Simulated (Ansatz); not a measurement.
Energy, volume and coordination in Zn5Cd2Te

Level of theory: Ansatz, DFT PBE, scalar-relativistic, plane waves, PAW. All cells share a 420 eV cutoff and Γ-centred k meshes spaced at most about 0.3 Å⁻¹ (about 0.25 or finer for metals, 2π included). No spin polarisation.

All energies are static (0 K, no zero-point motion). Rows are sorted by volume; energies count from the lowest form computed. Coordination counts Cd or Zn atoms around Te (for each partner element, those within 1.25 times its shortest distance or 1.15 times the sum of covalent radii, where it is the nearest in units of that sum or under 1.3; a plus sign parts groups by distance over the sum of covalent radii; the shortest distance is added where it exceeds 1.18 times the sum of covalent radii).

```
row    form    source  atoms     coordination  V (Å³/atom)  gap on mesh (eV)  ΔE (meV/atom)
  1  P4/mmm  invented      8            Te 12         19.8                 0            154
  2  P4/mmm  invented      8           Te 4+8         19.9                 0            141
  3   P-3m1  invented      8  Te 6 from 4.0 Å         20.1                 0              ?
  4      P3  invented      8             Te 4         22.0                 0              0
  5      P3  invented      8             Te 4         22.7                 0             21
```

The cell of row 3:

```cif
data_structure
_symmetry_space_group_name_H-M 'P-3m1'
_symmetry_Int_Tables_number 164
_cell_length_a 3.0259
_cell_length_b 3.0259
_cell_length_c 20.2789
_cell_angle_alpha 90.000
_cell_angle_beta 90.000
_cell_angle_gamma 120.000
_cell_volume 160.80
loop_
_atom_site_label
_atom_site_type_symbol
_atom_site_symmetry_multiplicity
_atom_site_Wyckoff_symbol
_atom_site_fract_x
_atom_site_fract_y
_atom_site_fract_z
_atom_site_occupancy
Zn1 Zn 2 d 0.66667 0.33333 0.60154 1
Zn2 Zn 1 b 0.00000 0.00000 0.50000 1
Zn3 Zn 2 c 0.00000 0.00000 0.29818 1
Cd1 Cd 2 d 0.66667 0.33333 0.82439 1
Te1 Te 1 a 0.00000 0.00000 0.00000 1
```

Q: Estimate the missing energy, and say where the row ranks.

A: 128 meV/atom, which puts it above row 5 and below row 2. Counting Cd or Zn atoms around Te, row 3 has Te 6 from 4.0 Å and the lowest form (row 4) has Te 4. Row 3 holds Te–Te nets (shortest 3.03 Å); in the lowest form (row 4) the shortest Te–Te distance is 4.62 Å.

An observed structure of this formula, if there is one, may be missing.

The k mesh leaves some 4 meV/atom of noise in the energy of each metallic cell. Spin–orbit coupling, which can matter for Te, is left out. Cells relaxed within their symmetry can be saddle points. Some types were kept out of the candidates beforehand, so the set may lack a known form.
